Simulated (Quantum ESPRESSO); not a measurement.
# Ga (Cmcm) in Quantum ESPRESSO: notebook

Aim: see how the results for Ga move with the level of theory and the settings. Levels: LDA, PBEsol. Tasks: single point, equation of state, band structure.

All numbers are computed with Quantum ESPRESSO 7.5; they aren't measurements. Logs are shortened: lines on timing, memory, paths and dates and some standing lists are left out, and cuts for length are marked.

### 1 The crystal as given

It takes space group Cmcm (No. 63, orthorhombic). Conventional cell: a = 2.900 Å, b = 8.130 Å, c = 3.170 Å, α = 90.00°, β = 90.00°, γ = 90.00°. Ga (site symmetry m2m) is surrounded by 8 Ga at 2.68 to 2.90 Å.

This isn't the form of Ga at room conditions, which is orthorhombic.

### 2 Single point, LDA, 17.56 Å³/atom

The input, pw.in:

```
&CONTROL
  calculation = 'scf'
  prefix = 'pwscf'
  outdir = './tmp'
  pseudo_dir = './pseudo'
  tprnfor = .true.
  tstress = .true.
  disk_io = 'nowf'
/
&SYSTEM
  ibrav = 0
  nat = 2
  ntyp = 1
  ecutwfc = 56
  ecutrho = 448
  nbnd = 27
  occupations = 'smearing'
  smearing = 'fd'
  degauss = 0.00367493
/
&ELECTRONS
  conv_thr = 4d-10
  electron_maxstep = 120
  mixing_beta = 0.5
/
ATOMIC_SPECIES
Ga    69.7230 ga_lda_v1.4.uspp.F.UPF
CELL_PARAMETERS angstrom
   1.4203998576   -3.9820175319    0.0000000000
   1.4203998576    3.9820175319    0.0000000000
   0.0000000000    0.0000000000    3.1052879646
ATOMIC_POSITIONS crystal
Ga     0.1330000000    0.8670000000    0.7500000000
Ga     0.8670000000    0.1330000000    0.2500000000
K_POINTS automatic
10 10 8 0 0 0
```

Potentials or basis: GBRV 1.5 LDA.

On the command line:

```bash
OMP_NUM_THREADS=1 mpirun -n 2 pw.x -nk 2 -in pw.in > pw.out
```

pw.out:

```text
This program is part of the open-source Quantum ESPRESSO suite
     for quantum simulation of materials; please cite
         "P. Giannozzi et al., J. Phys.:Condens. Matter 21 395502 (2009);
         "P. Giannozzi et al., J. Phys.:Condens. Matter 29 465901 (2017);
         "P. Giannozzi et al., J. Chem. Phys. 152 154105 (2020);
     in publications or presentations arising from this work. More details at

     Message from routine setup:
     using ibrav=0 with symmetry is DISCOURAGED, use correct ibrav instead

     K-points division:     npool     =       2
     Subspace diagonalization in iterative solution of the eigenvalue problem:
     a serial algorithm will be used

     G-vector sticks info
     --------------------
     sticks:   dense  smooth     PW     G-vecs:    dense   smooth      PW
     Sum        1437     715    251                37923    13381    2695

     Using Slab Decomposition

     bravais-lattice index     =            0
     lattice parameter (alat)  =       7.9893  a.u.
     unit-cell volume          =     237.0513 (a.u.)^3
     number of atoms/cell      =            2
     number of atomic types    =            1
     number of electrons       =        38.00
     number of Kohn-Sham states=           27
     kinetic-energy cutoff     =      56.0000  Ry
     charge density cutoff     =     448.0000  Ry
     scf convergence threshold =      4.0E-10
     mixing beta               =       0.5000
     number of iterations used =            8  plain     mixing
     Exchange-correlation=  SLA  PZ   NOGX NOGC
                           (   1   1   0   0   0   0   0)

     celldm(1)=   7.989319  celldm(2)=   0.000000  celldm(3)=   0.000000
     celldm(4)=   0.000000  celldm(5)=   0.000000  celldm(6)=   0.000000

     crystal axes: (cart. coord. in units of alat)
               a(1) = (   0.335969  -0.941873   0.000000 )
               a(2) = (   0.335969   0.941873   0.000000 )
               a(3) = (   0.000000   0.000000   0.734499 )

     reciprocal axes: (cart. coord. in units 2 pi/alat)
               b(1) = (  1.488231 -0.530857  0.000000 )
               b(2) = (  1.488231  0.530857 -0.000000 )
               b(3) = ( -0.000000  0.000000  1.361473 )

     PseudoPot. # 1 for Ga read from file:
     ga_lda_v1.4.uspp.F.UPF
     Pseudo is Ultrasoft + core correction, Zval = 19.0
     Generated by new atomic code, or converted to UPF format
     Using radial grid of  871 points,  6 beta functions with:
                l(1) =   0
                l(2) =   0
                l(3) =   1
                l(4) =   1
                l(5) =   2
                l(6) =   2
     Q(r) pseudized with  8 coefficients,  rinner =    1.250   1.250   1.250
                                                       1.250   1.250

     atomic species   valence    mass     pseudopotential
     Ga               19.00    69.72300     Ga( 1.00)

      8 Sym. Ops., with inversion, found ( 4 have fractional translation)

   Cartesian axes

     site n.     atom                  positions (alat units)
         1        Ga     tau(   1) = (   0.3359694   0.6913347   0.5508740  )
         2        Ga     tau(   2) = (   0.3359694  -0.6913347   0.1836247  )

     number of k points=   155  Fermi-Dirac smearing, width (Ry)=  0.0037

     Number of k-points >= 100: set verbosity='high' to print them.

     Dense  grid:    37923 G-vectors     FFT dimensions: (  54,  54,  40)

     Smooth grid:    13381 G-vectors     FFT dimensions: (  40,  40,  30)

     Check: negative core charge=   -0.000001

     Initial potential from superposition of free atoms

     starting charge      36.0000, renormalised to      38.0000
     Starting wfcs are   24 randomized atomic wfcs +    3 random wfcs

     Self-consistent Calculation

     iteration #  1     ecut=    56.00 Ry     beta= 0.50
     Davidson diagonalization with overlap
     ethr =  1.00E-02,  avg # of iterations =  5.6

     total energy              =    -821.13670560 Ry
     estimated scf accuracy    <      18.10162023 Ry

     iteration #  2     ecut=    56.00 Ry     beta= 0.50
     Davidson diagonalization with overlap
     ethr =  1.00E-02,  avg # of iterations =  2.3

     total energy              =    -829.71670396 Ry
     estimated scf accuracy    <       4.48409557 Ry

     iteration #  3     ecut=    56.00 Ry     beta= 0.50
     Davidson diagonalization with overlap
     ethr =  1.00E-02,  avg # of iterations =  2.0

     total energy              =    -829.81956235 Ry
     estimated scf accuracy    <       0.49923829 Ry

     iteration #  4     ecut=    56.00 Ry     beta= 0.50
     Davidson diagonalization with overlap
     ethr =  1.31E-03,  avg # of iterations =  2.0

     total energy              =    -829.94616001 Ry
     estimated scf accuracy    <       0.00254818 Ry

     iteration #  5     ecut=    56.00 Ry     beta= 0.50
     Davidson diagonalization with overlap
     ethr =  6.71E-06,  avg # of iterations =  5.0

     total energy              =    -829.94710665 Ry
     estimated scf accuracy    <       0.00192526 Ry

     iteration #  6     ecut=    56.00 Ry     beta= 0.50
     Davidson diagonalization with overlap
     ethr =  5.07E-06,  avg # of iterations =  2.0

     total energy              =    -829.94731782 Ry
     estimated scf accuracy    <       0.00008218 Ry

     iteration #  7     ecut=    56.00 Ry     beta= 0.50
     Davidson diagonalization with overlap
     ethr =  2.16E-07,  avg # of iterations =  3.9

     total energy              =    -829.94735729 Ry
     estimated scf accuracy    <       0.00001886 Ry

     iteration #  8     ecut=    56.00 Ry     beta= 0.50
     Davidson diagonalization with overlap
     ethr =  4.96E-08,  avg # of iterations =  2.3

     total energy              =    -829.94736131 Ry
     estimated scf accuracy    <       0.00000006 Ry

     iteration #  9     ecut=    56.00 Ry     beta= 0.50
     Davidson diagonalization with overlap
     ethr =  1.53E-10,  avg # of iterations =  3.4

     total energy              =    -829.94736139 Ry
     estimated scf accuracy    <          3.4E-09 Ry

     iteration # 10     ecut=    56.00 Ry     beta= 0.50
     Davidson diagonalization with overlap
     ethr =  9.03E-12,  avg # of iterations =  3.2

     End of self-consistent calculation

     Number of k-points >= 100: set verbosity='high' to print the bands.

     the Fermi energy is    11.8778 ev

!    total energy              =    -829.94736139 Ry
     estimated scf accuracy    <          1.9E-10 Ry
     smearing contrib. (-TS)   =      -0.00020481 Ry
     internal energy E=F+TS    =    -829.94715658 Ry

     The total energy is F=E-TS. E is the sum of the following terms:
     one-electron contribution =    -660.61274700 Ry
     hartree contribution      =     346.51531054 Ry
     xc contribution           =     -95.46876782 Ry
     ewald contribution        =    -420.38095230 Ry

     convergence has been achieved in  10 iterations

     Forces acting on atoms (cartesian axes, Ry/au):

     atom    1 type  1   force =    -0.00000000   -0.00862341    0.00000000
     atom    2 type  1   force =     0.00000000    0.00862341    0.00000000

     Total force =     0.012195     Total SCF correction =     0.000004

     Computing stress (Cartesian axis) and pressure

          total   stress  (Ry/bohr**3)                   (kbar)     P=       -7.42
  -0.00019821   0.00000000   0.00000000          -29.16        0.00        0.00
  -0.00000000  -0.00002858   0.00000000           -0.00       -4.20        0.00
   0.00000000   0.00000000   0.00007549            0.00        0.00       11.10

=------------------------------------------------------------------------------=
   JOB DONE.
=------------------------------------------------------------------------------=
```

Wall time 78 s (2 MPI ranks of Arm Neoverse V1, shared host); peak memory 0.34 GiB.

Results:

```
Free energy            : -11292.0091 eV
Pressure               : -0.7 GPa
Largest force          : 0.222 eV/Å
Band gap on the k mesh : none (metal or under the smearing width)
```

### 3 Single point, LDA, 17.94 Å³/atom

Edit pw.in of step 2 so:

```diff
@@ -28,5 +28,5 @@
 CELL_PARAMETERS angstrom
-   1.4203998576   -3.9820175319    0.0000000000
-   1.4203998576    3.9820175319    0.0000000000
-   0.0000000000    0.0000000000    3.1052879646
+   1.4304030031   -4.0100608329    0.0000000000
+   1.4304030031    4.0100608329    0.0000000000
+   0.0000000000    0.0000000000    3.1271569103
 ATOMIC_POSITIONS crystal
```

Potentials or basis: GBRV 1.5 LDA.

On the command line:

```bash
OMP_NUM_THREADS=1 mpirun -n 2 pw.x -nk 2 -in pw.in > pw.out
```

Run time: 87 s. Hardware: 2 MPI ranks of Arm Neoverse V1, shared host; peak memory 0.34 GiB.

Results (log left out):

```yaml
Free_energy: -11292.0034 eV
Pressure: -1.9 GPa
Largest_force: 0.214 eV/Å
Band_gap_on_the_k_mesh: none (metal or under the smearing width)
```

### 4 Single point, LDA, 18.31 Å³/atom

Edit pw.in of step 3 so:

```diff
@@ -28,5 +28,5 @@
 CELL_PARAMETERS angstrom
-   1.4304030031   -4.0100608329    0.0000000000
-   1.4304030031    4.0100608329    0.0000000000
-   0.0000000000    0.0000000000    3.1271569103
+   1.4402681631   -4.0377172988    0.0000000000
+   1.4402681631    4.0377172988    0.0000000000
+   0.0000000000    0.0000000000    3.1487241912
 ATOMIC_POSITIONS crystal
```

On the command line:

```bash
OMP_NUM_THREADS=1 mpirun -n 2 pw.x -nk 2 -in pw.in > pw.out
```

Run time: 80 s. Hardware: 2 MPI ranks of Arm Neoverse V1, shared host; peak memory 0.36 GiB.

It converged, with:

```yaml
Free_energy: -11291.9920 eV
Pressure: -3.1 GPa
Largest_force: 0.206 eV/Å
Band_gap_on_the_k_mesh: none (metal or under the smearing width)
```

### 5 Single point, LDA, 18.68 Å³/atom

Edit pw.in of step 4 so:

```diff
@@ -28,5 +28,5 @@
 CELL_PARAMETERS angstrom
-   1.4402681631   -4.0377172988    0.0000000000
-   1.4402681631    4.0377172988    0.0000000000
-   0.0000000000    0.0000000000    3.1487241912
+   1.4500000000   -4.0650000000    0.0000000000
+   1.4500000000    4.0650000000    0.0000000000
+   0.0000000000    0.0000000000    3.1700000000
 ATOMIC_POSITIONS crystal
```

On the command line:

```bash
OMP_NUM_THREADS=1 mpirun -n 2 pw.x -nk 2 -in pw.in > pw.out
```

It took 73 s on 2 MPI ranks of Arm Neoverse V1, shared host; peak memory 0.36 GiB.

Results (log left out):

```
Free energy            : -11291.9758 eV
Pressure               : -4.1 GPa
Largest force          : 0.199 eV/Å
Band gap on the k mesh : none (metal or under the smearing width)
```

### 6 Single point, LDA, 19.06 Å³/atom

Edit pw.in of step 5 so:

```diff
@@ -28,5 +28,5 @@
 CELL_PARAMETERS angstrom
-   1.4500000000   -4.0650000000    0.0000000000
-   1.4500000000    4.0650000000    0.0000000000
-   0.0000000000    0.0000000000    3.1700000000
+   1.4596029289   -4.0919213144    0.0000000000
+   1.4596029289    4.0919213144    0.0000000000
+   0.0000000000    0.0000000000    3.1909939893
 ATOMIC_POSITIONS crystal
```

Potentials or basis: GBRV 1.5 LDA.

On the command line:

```bash
OMP_NUM_THREADS=1 mpirun -n 2 pw.x -nk 2 -in pw.in > pw.out
```

Run time: 81 s. Hardware: 2 MPI ranks of Arm Neoverse V1, shared host; peak memory 0.36 GiB.

The run converged. Its results:

| Quantity | Value |
| --- | --- |
| Free energy | -11291.9553 eV |
| Pressure | -5.0 GPa |
| Largest force | 0.190 eV/Å |
| Band gap on the k mesh | none (metal or under the smearing width) |

### 7 Single point, LDA, 19.43 Å³/atom

Edit pw.in of step 6 so:

```diff
@@ -28,5 +28,5 @@
 CELL_PARAMETERS angstrom
-   1.4596029289   -4.0919213144    0.0000000000
-   1.4596029289    4.0919213144    0.0000000000
-   0.0000000000    0.0000000000    3.1909939893
+   1.4690811355   -4.1184929765    0.0000000000
+   1.4690811355    4.1184929765    0.0000000000
+   0.0000000000    0.0000000000    3.2117153101
 ATOMIC_POSITIONS crystal
```

On the command line:

```bash
OMP_NUM_THREADS=1 mpirun -n 2 pw.x -nk 2 -in pw.in > pw.out
```

Run time: 89 s. Hardware: 2 MPI ranks of Arm Neoverse V1, shared host; peak memory 0.38 GiB.

The run converged. Its results:

```
Free energy            : -11291.9312 eV
Pressure               : -5.6 GPa
Largest force          : 0.181 eV/Å
Band gap on the k mesh : none (metal or under the smearing width)
```

### 8 Single point, LDA, 19.81 Å³/atom

Edit pw.in of step 7 so:

```diff
@@ -28,5 +28,5 @@
 CELL_PARAMETERS angstrom
-   1.4690811355   -4.1184929765    0.0000000000
-   1.4690811355    4.1184929765    0.0000000000
-   0.0000000000    0.0000000000    3.2117153101
+   1.4784385925   -4.1447261231    0.0000000000
+   1.4784385925    4.1447261231    0.0000000000
+   0.0000000000    0.0000000000    3.2321726471
 ATOMIC_POSITIONS crystal
```

On the command line:

```bash
OMP_NUM_THREADS=1 mpirun -n 2 pw.x -nk 2 -in pw.in > pw.out
```

Run time: 89 s. Hardware: 2 MPI ranks of Arm Neoverse V1, shared host; peak memory 0.38 GiB.

The run converged. Its results:

| Item | Value |
| --- | --- |
| Free energy | -11291.9039 eV |
| Pressure | -6.2 GPa |
| Largest force | 0.171 eV/Å |
| Band gap on the k mesh | none (metal or under the smearing width) |

### 9 Equation of state, LDA

Potentials or basis: GBRV 1.5 LDA.

This step only gathers the single runs of the series.

Results:

| Item | Value |
| --- | --- |
| Equilibrium volume | 17.41 Å³/atom (rough: see the caveat) |
| Bulk modulus at fixed shape and positions | 68 GPa (rough) |

Energy against volume, from the lowest point:
```csv
volume (Å³/atom),energy (meV/atom)
17.564,0.00
17.937,2.87
18.311,8.55
18.685,16.65
19.058,26.88
19.432,38.96
19.806,52.62
```

Caveat: the minimum lies outside the volumes run; the cell was scaled at fixed shape and fractional positions, which overstates the stiffness of a crystal with free parameters, most of all of layers and chains.

[end of part 1 of 2]
